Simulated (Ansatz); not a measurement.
## Ionic part of the dielectric constant of AlP at 16 GPa, mode by mode

Theory: DFT PBE, scalar-relativistic, plane waves, PAW (Ansatz). Settings: 420 eV plane-wave cutoff, Γ-centred 10×10×10 mesh, fixed occupations. No spin polarisation. Phonons by linear response, acoustic sum rule imposed.

The structure is cubic, space group F-43m (No. 216). Conventional cell: a = 5.250 Å, b = 5.250 Å, c = 5.250 Å, α = 90.00°, β = 90.00°, γ = 90.00°. Al (site symmetry -43m) is surrounded by 4 P at 2.27 Å. Around P (site symmetry -43m) lie 4 Al at 2.27 Å.

The primitive cell has V = 36.17 Å³ and ε∞,yy = 8.058. Each polar mode adds Δε = (4.92064×10⁷/V)·S/ν² along y, with S its oscillator strength in e²/amu, ν in cm⁻¹ and V in Å³.

**Question.** From these modes, find each Δε and ε0,yy.
```tsv
ν (cm⁻¹)	S_yy (e²/amu)
506.0	0.3242
```

**Answer.**
```csv
ν (cm⁻¹),Δε
506.0,1.72
```

The sum is 1.723, so ε0,yy = 9.78; the run's tensor has 9.78.

**Question.** Where do the longitudinal modes lie for a wave vector along y?

**Answer.** At 558 cm⁻¹. The Lyddane–Sachs–Teller product Π(ν_LO/ν_TO)² = 1.21 matches ε0/ε∞ = 1.21.

Cost: 1 run of about 1.1 core-minutes, on Intel Xeon Processor @ 2.50GHz (Skylake/Cascade Lake) (shared hosts).

Most of the static dielectric response of compressed AlP is electronic: the lattice adds only 1.72 to an ε∞ of 8.058. This is typical of a tetrahedral semiconductor with polar but largely covalent bonds. The electronegativity difference gives the sublattices enough dynamical charge for a clear infrared response, while the stiff bonds limit the displacement in a static field. The light atoms help to keep the mode frequency high, but the masses cancel out of the static response.

The single polar mode is the threefold-degenerate zone-centre optical vibration, and cubic symmetry makes the yy result valid for every field direction. The macroscopic field of the longitudinal vibration adds a restoring force, raising its frequency from 506.0 to 558 cm⁻¹. Electronic screening moderates this shift, so the semilocal functional, which usually overestimates ε∞, probably makes the splitting somewhat too small for a given dynamical charge. The real optical frequency doesn't establish that zinc blende is the favoured phase at this pressure, since AlP is known to transform to a six-coordinated NiAs-type structure under compression.
